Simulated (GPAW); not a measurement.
# W (Im-3m) in GPAW: further runs

Runs on W. Level: LDA+U. Tasks: single point.

Program: GPAW 26.7.0. These are calculated values, not measurements. Logs are shortened: lines on timing, memory, paths and dates and some standing lists are left out, and cuts for length are marked. The log counts tension as positive stress, the text compression.

**1. The crystal as given**

The structure is cubic, space group Im-3m (No. 229). Conventional cell: a = 3.165 Å, b = 3.165 Å, c = 3.165 Å, α = 90.00°, β = 90.00°, γ = 90.00°. W (site symmetry m-3m) is surrounded by 8 W at 2.74 Å.

**2. Single point, LDA+U**

File run.py:

```python
from ase.dft.bandgap import bandgap
from ase.io import read, write
from ase.units import GPa
from gpaw import GPAW, PW

atoms = read('W.xyz')

calc = GPAW(mode=PW(600),
            xc='LDA',
            kpts={'size': (12, 12, 12), 'gamma': True},
            occupations={'name': 'fermi-dirac', 'width': 0.05},
            setups={'W': ':d,3.0'},
            nbands=16,
            convergence={'density': 1e-05, 'energy': 1e-05},
            maxiter=150,
            txt='gpaw.txt')
atoms.calc = calc
energy = atoms.get_potential_energy()
forces = atoms.get_forces()
stress = atoms.get_stress()
calc.write('gs.gpw')
write('result.traj', atoms)
print(f'Energy: {energy:.6f} eV')
print('Forces (eV/A):')
print(forces.round(4))
print('Stress (GPa):', (stress / GPa).round(3))
print('Fermi level:', round(calc.get_fermi_level(), 4), 'eV')
print(f'Gap: {bandgap(calc)[0]:.4f} eV, direct: {bandgap(calc, direct=True)[0]:.4f} eV')
```

File W.xyz:

```xyz
1
Lattice="-1.5823450000 1.5823450000 1.5823450000 1.5823450000 -1.5823450000 1.5823450000 1.5823450000 1.5823450000 -1.5823450000" Properties=species:S:1:pos:R:3 pbc="T T T"
W      0.0000000000      0.0000000000      0.0000000000
```

Potentials or basis: the program's PAW data sets (release 1.2.1) made for this functional, pw.

The run is started by

```sh
$ OMP_NUM_THREADS=1 python run.py
```

gpaw.txt:

```text
__  _  _
 | _ |_)|_||  |
 |__||  | ||/\| - 26.7.0

Input parameters:
  mode=PW(ecut=600.0),
  convergence={'density': 1e-05, 'energy': 1e-05},
  kpts=MonkhorstPack(size=(12, 12, 12), gamma=True),
  maxiter=150,
  nbands=16,
  occupations=Occupations(name='fermi-dirac', width=0.05),
  setups={'W': ':d,3.0'},
  xc=XC(name='LDA')

Diagonalizing LCAO Hamiltonian
Converting LCAO to pw mode

       W

Atoms  # Å, Bohr magnetons
|   | symbol |        x |        y |        z |    initial magnetic moments |
|---|--------|----------|----------|----------|-----------------------------|
| 0 |      W | 0.000000 | 0.000000 | 0.000000 | ( 0.0000,  0.0000,  0.0000) |

Unit cell  # Å
| periodic |         x |         y |         z |  lengths |     angles |
|----------|-----------|-----------|-----------|----------|------------|
|      yes | -1.582345 |  1.582345 |  1.582345 | 2.740702 | 109.471221 |
|      yes |  1.582345 | -1.582345 |  1.582345 | 2.740702 | 109.471221 |
|      yes |  1.582345 |  1.582345 | -1.582345 | 2.740702 | 109.471221 |

Number of symmetries: 48
Symmetry operations  # r_c * U_cc + t_c -> r_c
|    | kind |            matrix            |
|----|------|------------------------------|
|  0 |  σ   |  1, 1, 1,  0, 0,-1,  0,-1, 0 |
|  1 |  C4  |  1, 1, 1,  0, 0,-1, -1, 0, 0 |
|  2 |  C2  |  1, 1, 1,  0,-1, 0,  0, 0,-1 |
|  3 |  S6  |  1, 1, 1,  0,-1, 0, -1, 0, 0 |
|  4 |  S6  |  1, 1, 1, -1, 0, 0,  0, 0,-1 |
|  5 |  C4  |  1, 1, 1, -1, 0, 0,  0,-1, 0 |
|  6 |  E   |  1, 0, 0,  0, 1, 0,  0, 0, 1 |
|  7 |  σ   |  1, 0, 0,  0, 1, 0, -1,-1,-1 |
|  8 |  σ   |  1, 0, 0,  0, 0, 1,  0, 1, 0 |
|  9 |  C3  |  1, 0, 0,  0, 0, 1, -1,-1,-1 |
| 10 |  C3  |  1, 0, 0, -1,-1,-1,  0, 1, 0 |
| 11 |  σ   |  1, 0, 0, -1,-1,-1,  0, 0, 1 |
| 12 |  σ   |  0, 1, 0,  1, 0, 0,  0, 0, 1 |
| 13 |  C2  |  0, 1, 0,  1, 0, 0, -1,-1,-1 |
| 14 |  C3  |  0, 1, 0,  0, 0, 1,  1, 0, 0 |
| 15 |  S4  |  0, 1, 0,  0, 0, 1, -1,-1,-1 |
| 16 |  S4  |  0, 1, 0, -1,-1,-1,  1, 0, 0 |
| 17 |  C3  |  0, 1, 0, -1,-1,-1,  0, 0, 1 |
| 18 |  C3  |  0, 0, 1,  1, 0, 0,  0, 1, 0 |
| 19 |  S4  |  0, 0, 1,  1, 0, 0, -1,-1,-1 |
| 20 |  σ   |  0, 0, 1,  0, 1, 0,  1, 0, 0 |
| 21 |  C3  |  0, 0, 1,  0, 1, 0, -1,-1,-1 |
| 22 |  C2  |  0, 0, 1, -1,-1,-1,  1, 0, 0 |
| 23 |  S4  |  0, 0, 1, -1,-1,-1,  0, 1, 0 |
| 24 |  C4  |  0, 0,-1,  1, 1, 1,  0,-1, 0 |
| 25 |  σ   |  0, 0,-1,  1, 1, 1, -1, 0, 0 |
| 26 |  S6  |  0, 0,-1,  0,-1, 0,  1, 1, 1 |
| 27 |  C2  |  0, 0,-1,  0,-1, 0, -1, 0, 0 |
| 28 |  C4  |  0, 0,-1, -1, 0, 0,  1, 1, 1 |
| 29 |  S6  |  0, 0,-1, -1, 0, 0,  0,-1, 0 |
| 30 |  S6  |  0,-1, 0,  1, 1, 1,  0, 0,-1 |
| 31 |  C4  |  0,-1, 0,  1, 1, 1, -1, 0, 0 |
| 32 |  C4  |  0,-1, 0,  0, 0,-1,  1, 1, 1 |
| 33 |  S6  |  0,-1, 0,  0, 0,-1, -1, 0, 0 |
| 34 |  σ   |  0,-1, 0, -1, 0, 0,  1, 1, 1 |
| 35 |  C2  |  0,-1, 0, -1, 0, 0,  0, 0,-1 |
| 36 |  C2  | -1, 0, 0,  1, 1, 1,  0, 0,-1 |
| 37 |  S6  | -1, 0, 0,  1, 1, 1,  0,-1, 0 |
| 38 |  S6  | -1, 0, 0,  0, 0,-1,  1, 1, 1 |
| 39 |  C2  | -1, 0, 0,  0, 0,-1,  0,-1, 0 |
| 40 |  C2  | -1, 0, 0,  0,-1, 0,  1, 1, 1 |
| 41 |  i   | -1, 0, 0,  0,-1, 0,  0, 0,-1 |
| 42 |  S4  | -1,-1,-1,  1, 0, 0,  0, 1, 0 |
| 43 |  C3  | -1,-1,-1,  1, 0, 0,  0, 0, 1 |
| 44 |  C3  | -1,-1,-1,  0, 1, 0,  1, 0, 0 |
| 45 |  σ   | -1,-1,-1,  0, 1, 0,  0, 0, 1 |
| 46 |  S4  | -1,-1,-1,  0, 0, 1,  1, 0, 0 |
| 47 |  C2  | -1,-1,-1,  0, 0, 1,  0, 1, 0 |

BZ-sampling:
  Number of BZ points: 1728
  Number of IBZ points: 72

  Monkhorst-Pack size: [12, 12, 12]
  Monkhorst-Pack shift: [0.041666666666666664, 0.041666666666666664, 0.041666666666666664]

K-points  # in reciprocal-cell coordinates
|     |                                coordinates |     weight |
|-----|--------------------------------------------|------------|
|   0 | ( -0.00000000,  -0.00000000,  -0.00000000) | 0.00057870 |
|   1 | (  0.08333333,  -0.00000000,  -0.00000000) | 0.00694444 |
|   2 | (  0.08333333,   0.08333333,  -0.08333333) | 0.00347222 |
|   3 | (  0.16666667,  -0.00000000,  -0.08333333) | 0.01388889 |
|   4 | (  0.16666667,  -0.00000000,  -0.00000000) | 0.00694444 |
|   5 | (  0.16666667,   0.08333333,  -0.08333333) | 0.01388889 |
|   6 | (  0.16666667,   0.16666667,  -0.16666667) | 0.00347222 |
|   7 | (  0.25000000,  -0.08333333,  -0.08333333) | 0.00462963 |
|   8 | (  0.25000000,  -0.00000000,  -0.08333333) | 0.02777778 |
|   9 | (  0.25000000,  -0.00000000,  -0.00000000) | 0.00694444 |
| ... |                                            |            |
|  71 | (  0.50000000,   0.50000000,   0.50000000) | 0.00057870 |

Plane wave coefficients: 543
Cutoff: 600.0 eV

Spin-components: 1 (collinear spins)
Bands:           16
Projectors:      6
Spin-degeneracy: 2
Datatype:        complex128

Parallelization:
  kpt:    1
  domain: 1
  band:   1

Density:
  Valence electrons: 14.0
  Components: 1
  Grid points: [16 16 16]
  Charge: 0.0  # |e|

Potential:
  Grid points: [16 16 16]

species:
  W:
    name:    Tungsten
    Z:       74.0
    valence: 14
    core:    60
    charge:  0.0  # [|e|]
    Hubbard: {U: 3.0,  # eV
              l: 2,
              scale: True}
    compensation charges:
      type: gauss
      rc: 0.40  # [Å]
      lmax: 2
    cutoffs:
      filter: 2.36  # [Å]
      core: 3.02  # [Å]
    projectors
    | kind |    occ | energy [eV] | rcut [Å] |
    |------|--------|-------------|----------|
    |   5s |  2.000 |     -79.053 |    1.344 |
    |   6s |  2.000 |      -5.886 |    1.344 |
    |   5p |  6.000 |     -43.417 |    1.355 |
    |   6p |  0.000 |      -1.469 |    1.355 |
    |   5d |  4.000 |      -4.693 |    1.228 |
    |    d |        |      22.518 |    1.228 |

    Using partial waves for W as LCAO basis

Reference energy: -438516.106214  # eV

eigensolver:
  PPCG
  Converge bands: occupied
  niter=2

density mixing:
  MSR1-Mixer
  Pratt-step length: 0.05
  Maximum mixing coefficient: 0.75
  Old densities: 10
  SVD Regularization: 0.005
  Good broyden scale: 1.0
  Trust region scale: 1.0
  Backstep threshold: 4.0
  History deletion threshold: 6.0
  Fourier metric: weight=20.0, sigma=0.015

occupation numbers:
  Fermi-Dirac:
    width: 0.0500  # eV

poisson solver:
  ecut: 4800.0  # eV

xc functional:
  name: None

convergence criteria:
- Maximum integral of absolute [dens]ity change: 1e-05 electrons / valence electron
- Maximum [total energy] change in last 3 cyles: 1e-05 eV / valence electron
- Maximum integral of absolute [eigenst]ate change: 4e-08 eV^2 / valence electron
maximum number of iterations: 150

SCF iterations
|iter     | |      energy | eigst |  dens |
|---------|-|-------------|-------|-------|
|iter:   1| |   -9.452875 | -0.10 |       |
|iter:   2| |   -9.412169 | -3.25 | -1.19 |
|iter:   3| |   -9.250588 | -2.00 | -1.22 |
|iter:   4| |   -9.276548 | -3.79 | -1.90 |
|iter:   5| |   -9.289304 | -4.09 | -2.20 |
|iter:   6| |   -9.289607 | -5.70 | -2.99 |
|iter:   7| |   -9.289634 | -6.53 | -3.42 |
|iter:   8| |   -9.289634c| -8.45c| -4.47 |
|iter:   9| |   -9.289634c| -8.01c| -5.01c|

Converged in 9 steps
Energy contributions relative to reference atoms: (reference = -438516.106214)

Energy contributions:
  Kinetic:           4.609216
  Coulomb:          -6.410418
  Zero:             -0.043887
  External:          0.000000
  Xc:               -7.442366
  Entropy:          -0.004359
  Spinorbit:         0.000000
  ----------------------------
  Free energy:      -9.291814
  Extrapolated:     -9.289634

dipole moment: (-5.921792, -5.921792, -5.921792)  # |e|*Ang

Fermi level: 14.251
Eigenvalues  # (at kpt = [-0.000, -0.000, -0.000])
| band index |      eig [eV] | occ [0-2] |
|------------|---------------|-----------|
|          0 |       -59.724 |     2.000 |
|          1 |       -23.528 |     2.000 |
|          2 |       -23.528 |     2.000 |
|          3 |       -23.528 |     2.000 |
|          4 |         4.730 |     2.000 |
|          5 |        12.950 |     2.000 |
[... 8 lines left out ...]
|         14 |        41.454 |     0.000 |
|         15 |        44.122 |     0.000 |

No gap
No difference between direct/indirect transitions

Forces  # eV/Ang
|       x |       y |       z |
|---------|---------|---------|
| 0.00000 | 0.00000 | 0.00000 |  # W    0

Stress tensor  # eV/Ang^3
|         x |        y |         z |
|-----------|----------|-----------|
|  0.033366 | 0.000000 | -0.000000 |
|  0.000000 | 0.033366 |  0.000000 |
| -0.000000 | 0.000000 |  0.033366 |

# Writing to gs.gpw (mode='')
```

Run time: 8.6 s. Hardware: 1 thread of Arm Neoverse V2, shared host; peak memory 0.14 GiB.

What came out:

* Free energy: -9.2918 eV
* Pressure: -5.3 GPa
* Band gap on the k mesh: none (metal or under the smearing width)

Levels at points of the mesh, in eV from the Fermi level:
```
           k point  band 5  band 6  band 7  band 8  band 9  band 10
(0.00, 0.00, 0.00)   -9.52   -1.30   -1.30   -1.30    2.95     2.95
(0.50, 0.50, 0.00)   -6.11   -3.60    0.81    2.65    3.88     6.06
(0.50, 0.50, 0.50)   -5.28   -5.28    5.08    5.08    5.08     8.35
```

Caveat: U without spin polarisation on a metal has little footing; the U is typed as a test and isn't derived for this compound.

**3. Single point, LDA+U**

Changes to run.py since step 2:

```diff
@@ -2,4 +2,5 @@
 from ase.io import read, write
-from ase.units import GPa
+from ase.units import Bohr, GPa
 from gpaw import GPAW, PW
+from gpaw.elf import elf_from_dft_calculation
 
@@ -11,3 +12,3 @@
             occupations={'name': 'fermi-dirac', 'width': 0.05},
-            setups={'W': ':d,3.0'},
+            setups={'W': ':d,4.0'},
             nbands=16,
@@ -28 +29,6 @@
 print(f'Gap: {bandgap(calc)[0]:.4f} eV, direct: {bandgap(calc, direct=True)[0]:.4f} eV')
+
+# fields on the real-space grid
+write('density.cube', atoms, data=calc.get_pseudo_density() * Bohr**3)
+write('potential.cube', atoms, data=calc.get_electrostatic_potential())
+write('elf.cube', atoms, data=elf_from_dft_calculation(calc).data)
```

W.xyz is that of step 2.

Potentials or basis: the program's PAW data sets (release 1.2.1) made for this functional, pw.

The run is started by

```sh
$ OMP_NUM_THREADS=1 python run.py
```

Wall time 9.4 s (1 thread of Arm Neoverse V2, shared host); peak memory 0.14 GiB.

It converged, with:

```yaml
Free_energy: -8.1495 eV
Pressure: -3.2 GPa
Band_gap_on_the_k_mesh: none (metal or under the smearing width)
```

Levels at points of the mesh, in eV from the Fermi level:
```csv
k point,band 4,band 5,band 6,band 7,band 8,band 9,band 10,band 11
"(0.00, 0.00, 0.00)",-37.81,-9.54,-1.39,-1.39,-1.39,3.26,3.26,14.87
"(0.50, 0.50, 0.00)",-37.82,-6.11,-3.68,0.79,2.86,4.22,5.96,11.00
"(0.50, 0.50, 0.50)",-38.71,-5.08,-5.08,4.98,4.98,4.98,8.33,8.33
```

Caveat: U without spin polarisation on a metal has little footing; the U is typed as a test and isn't derived for this compound.

**4. Single point, LDA+U**

Changes to run.py since step 3:

```diff
@@ -2,5 +2,4 @@
 from ase.io import read, write
-from ase.units import Bohr, GPa
+from ase.units import GPa
 from gpaw import GPAW, PW
-from gpaw.elf import elf_from_dft_calculation
 
@@ -12,3 +11,3 @@
             occupations={'name': 'fermi-dirac', 'width': 0.05},
-            setups={'W': ':d,4.0'},
+            setups={'W': ':d,5.0'},
             nbands=16,
@@ -29,6 +28 @@
 print(f'Gap: {bandgap(calc)[0]:.4f} eV, direct: {bandgap(calc, direct=True)[0]:.4f} eV')
-
-# fields on the real-space grid
-write('density.cube', atoms, data=calc.get_pseudo_density() * Bohr**3)
-write('potential.cube', atoms, data=calc.get_electrostatic_potential())
-write('elf.cube', atoms, data=elf_from_dft_calculation(calc).data)
```

W.xyz is that of step 3.

The run is started by

```sh
$ OMP_NUM_THREADS=1 python run.py
```

Wall time 9.3 s (1 thread of Arm Neoverse V2, shared host); peak memory 0.14 GiB.

The run converged. Its results:

```
Free energy            : -7.0263 eV
Pressure               : -0.7 GPa
Band gap on the k mesh : none (metal or under the smearing width)
```

Levels at points of the mesh, in eV from the Fermi level:
| k point | band 5 | band 6 | band 7 | band 8 | band 9 | band 10 |
| --- | --- | --- | --- | --- | --- | --- |
| (0.00, 0.00, 0.00) | -9.57 | -1.51 | -1.51 | -1.51 | 3.60 | 3.60 |
| (0.50, 0.50, 0.00) | -6.12 | -3.79 | 0.76 | 3.10 | 4.61 | 5.82 |
| (0.50, 0.50, 0.50) | -4.86 | -4.86 | 4.84 | 4.84 | 4.84 | 8.30 |

Caveat: U without spin polarisation on a metal has little footing; the U is typed as a test and isn't derived for this compound. Spin-orbit coupling is left out, which matters for the levels of W.

**5. Single point, LDA+U**

Changes to run.py since step 4:

```diff
@@ -11,3 +11,3 @@
             occupations={'name': 'fermi-dirac', 'width': 0.05},
-            setups={'W': ':d,5.0'},
+            setups={'W': ':d,6.0'},
             nbands=16,
```

W.xyz is that of step 4.

The run is started by

```sh
$ OMP_NUM_THREADS=1 python run.py
```

Wall time 9.6 s (1 thread of Arm Neoverse V2, shared host); peak memory 0.14 GiB.

The run converged. Its results:

| Property | Result |
| --- | --- |
| Free energy | -5.9264 eV |
| Pressure | 2.7 GPa |
| Band gap on the k mesh | none (metal or under the smearing width) |

Levels at points of the mesh, in eV from the Fermi level:
```csv
k point,band 5,band 6,band 7,band 8,band 9,band 10
"(0.00, 0.00, 0.00)",-9.62,-1.68,-1.68,-1.68,4.00,4.00
"(0.50, 0.50, 0.00)",-6.16,-3.95,0.71,3.36,5.05,5.62
"(0.50, 0.50, 0.50)",-4.61,-4.61,4.65,4.65,4.65,8.25
```

Caveat: U without spin polarisation on a metal has little footing; the U is typed as a test and isn't derived for this compound.

(Part 1 of 2 ends here.)
